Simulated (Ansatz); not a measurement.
Crystal: SiO2.

```
CELL_PARAMETERS angstrom
-4.47204 4.47204 2.61177
4.47204 -4.47204 2.61177
4.47204 4.47204 -2.61177
ATOMIC_POSITIONS crystal
Si 0.82311 0.82311 0.64622
Si 0.17689 0.82311 0.00000
Si 0.82311 0.17689 0.00000
Si 0.17689 0.17689 0.35378
O 0.00000 0.79145 0.79145
O 0.20855 0.00000 0.20855
O 0.79145 0.00000 0.79145
O 0.00000 0.20855 0.20855
O 0.00000 0.00000 0.50000
O 0.50000 0.00000 0.00000
O 0.00000 0.50000 0.00000
O 0.50000 0.50000 0.50000
```

The cell comes from a database or a generator and needn't be the stable form of this composition.

```yaml
Program: Ansatz 0.2.0
Task: relaxation of cell and atoms
Functional: PBE
Potentials_or_basis: Ansatz PAW
Cutoff: "420 eV (not typed: the program's choice for these potentials)"
k_mesh: 6 × 6 × 6
Occupations: fermi-dirac, width 0.05 eV
Spin: no spin polarisation
```

At the start: volume 17.41 Å³/atom.

How do energy, volume and symmetry change on relaxing?

It ends after 9 steps and the volume is 17.83 Å³/atom (+2.4 %); space group I4/mmm (No. 139, to 0.05 Å).

Step by step:
| step | energy change (eV) | largest force (eV/Å) | volume (Å³) |
| --- | --- | --- | --- |
| 1 | 0.0000 | 0.2161 | 208.93 |
| 2 | -0.0353 | 0.1433 | 211.35 |
| 3 | -0.0441 | 0.0563 | 213.87 |
| 4 | -0.0444 | 0.0495 | 213.85 |
| 5 | -0.0446 | 0.0205 | 213.88 |
| 6 | -0.0450 | 0.0010 | 213.78 |
| 7 | -0.0605 | 0.0010 | 213.78 |
| 8 | -0.0600 | 0.0023 | 214.01 |
| 9 | -0.0604 | 0.0022 | 214.01 |

Final structure:
```yaml
crystal:
  lattice:
    - [-4.50493, 4.50493, 2.63635]
    - [4.50493, -4.50493, 2.63635]
    - [4.50493, 4.50493, -2.63635]
  atoms:
    - { symbol: Si, position: [0.82307, 0.82307, 0.64615] }
    - { symbol: Si, position: [0.17693, 0.82307, 0.00000] }
    - { symbol: Si, position: [0.82307, 0.17693, 0.00000] }
    - { symbol: Si, position: [0.17693, 0.17693, 0.35385] }
    - { symbol: O, position: [0.00000, 0.79053, 0.79053] }
    - { symbol: O, position: [0.20947, 0.00000, 0.20947] }
    - { symbol: O, position: [0.79053, 0.00000, 0.79053] }
    - { symbol: O, position: [0.00000, 0.20947, 0.20947] }
    - { symbol: O, position: [0.00000, 0.00000, 0.50000] }
    - { symbol: O, position: [0.50000, 0.00000, 0.00000] }
    - { symbol: O, position: [0.00000, 0.50000, 0.00000] }
    - { symbol: O, position: [0.50000, 0.50000, 0.50000] }
```

Caveat: the plane-wave basis is chosen anew once the cell has moved, so the energies of steps on either side of that aren't comparable; the pressure holds a Pulay correction of +0.4 GPa for the finite cutoff.
